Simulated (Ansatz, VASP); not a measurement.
## One calculation of Sn, two programs

```
Sn
1.0
     0.00000    3.02432    3.02432
     3.02432    0.00000    3.02432
     3.02432    3.02432    0.00000
Sn
2
Direct
  0.50000 0.50000 0.50000
  0.75000 0.75000 0.75000
```

Alike in both runs: functional LDA; k mesh 14 × 14 × 14; occupations fermi-dirac, width 0.1 eV; no spin polarisation.

Ansatz relaxed the structure, and its values are those at the end. VASP's run is a single point on that final structure, the one shown.

```csv
,VASP,Ansatz
version,VASP 6.6.1,Ansatz 0.2.0
potentials or method,"VASP PAW LDA potentials, release 64 (Sn_d)","PAW with Ansatz's default frozen-core files, scalar-relativistic"
plane-wave cutoff (eV),520,420
valence electrons in the cell,28,28
```

```csv
,VASP,Ansatz,Ansatz less VASP
pressure (GPa),15.1,15.0,-0.17
```

Caveats: so large a pressure means that the cell lies far from this level's equilibrium, or that cutoff or potentials fall short (VASP).
